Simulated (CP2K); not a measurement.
# Sb under changes of volume

One of the cells (31.554 Å³/atom); the others are scaled copies at fixed shape and fractional positions:

```
CELL_PARAMETERS angstrom
3.16000 0.00000 0.00000
0.00000 3.16000 0.00000
0.00000 0.00000 3.16000
ATOMIC_POSITIONS crystal
Sb 0.00000 0.00000 0.00000
```

This isn't the form of Sb at room conditions, which is rhombohedral.

| Property | Result |
| --- | --- |
| Program | CP2K 2026.2 |
| Functional | LDA |
| Potentials or basis | GTH_POTENTIALS Sb GTH-PADE-q5; TZVP-MOLOPT-PBE-GTH basis |
| Density cutoff | 6123 eV |
| k mesh | 8 × 8 × 8 |
| Occupations | fermi-dirac, width 0.05 eV |
| Spin | no spin polarisation |

| volume (Å³/atom) | energy over the lowest point (meV/atom) | pressure (GPa) |
| --- | --- | --- |
| 29.661 | 0.00 | -2.4 |
| 30.292 | 11.46 | -3.5 |
| 30.923 | 27.01 | -4.4 |
| 31.554 | 46.17 | -5.3 |
| 32.186 | 68.51 | -6.0 |
| 32.817 | ? | ? |
| 33.448 | 121.22 | -7.3 |

**Question.** What does the run at 32.817 Å³/atom give?

**Answer.** Energy over the lowest point 93.64 meV/atom; pressure -6.7 GPa.

Worked out: A Birch-Murnaghan fit of order 3 (a polynomial in V^(-2/3)) to the other rows has no minimum within the range. It gives 93.64 meV/atom at 32.817 Å³/atom, against the run's 93.64, and -dE/dV = -6.7 GPa, against -6.7.

Energies are extrapolated to zero smearing.

Caveats: the basis of atomic orbitals isn't converged, which shifts pressures, moduli and gaps.
